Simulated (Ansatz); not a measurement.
# AlPt under changes of volume

One of the cells (14.774 Å³/atom); the others are scaled copies at fixed shape and fractional positions:

```
Pt Al
1.0
     3.09155    0.00000    0.00000
     0.00000    3.09155    0.00000
     0.00000    0.00000    3.09155
Pt Al
1 1
Direct
  0.50000 0.50000 0.50000
  0.00000 0.00000 0.00000
```

Measurements of this composition are mostly on another form, of space group No. 198.

```yaml
Program: Ansatz 0.2.0
Functional: PBEsol
Potentials_or_basis: all-electron LAPW, scalar-relativistic
Cutoff: 229 eV (chosen from the basis error)
Basis_error_allowed: 0.001 eV/atom
k_mesh: 9 × 9 × 9
Occupations: fermi-dirac, width 0.05 eV
Spin: no spin polarisation
```

| volume (Å³/atom) | energy over the lowest point (meV/atom) | pressure (GPa) |
| --- | --- | --- |
| 13.888 | ? | ? |
| 14.183 | 0.04 | 2.2 |
| 14.478 | 0.00 | -2.0 |
| 14.774 | 7.21 | -5.7 |
| 15.069 | 20.87 | -9.0 |
| 15.365 | 40.24 | -11.9 |
| 15.660 | 64.70 | -14.5 |

What does the run at 13.888 Å³/atom give?

Energy over the lowest point 8.23 meV/atom; pressure 6.8 GPa.

Worked out: A Birch-Murnaghan fit of order 3 (a polynomial in V^(-2/3)) to the other rows has its minimum at 14.33 Å³/atom with B0 = V·E''(V) = 202 GPa and B' = 4.7. It gives 8.19 meV/atom at 13.888 Å³/atom, against the run's 8.23, and -dE/dV = 6.8 GPa, against 6.8.

Energies are extrapolated to zero smearing.
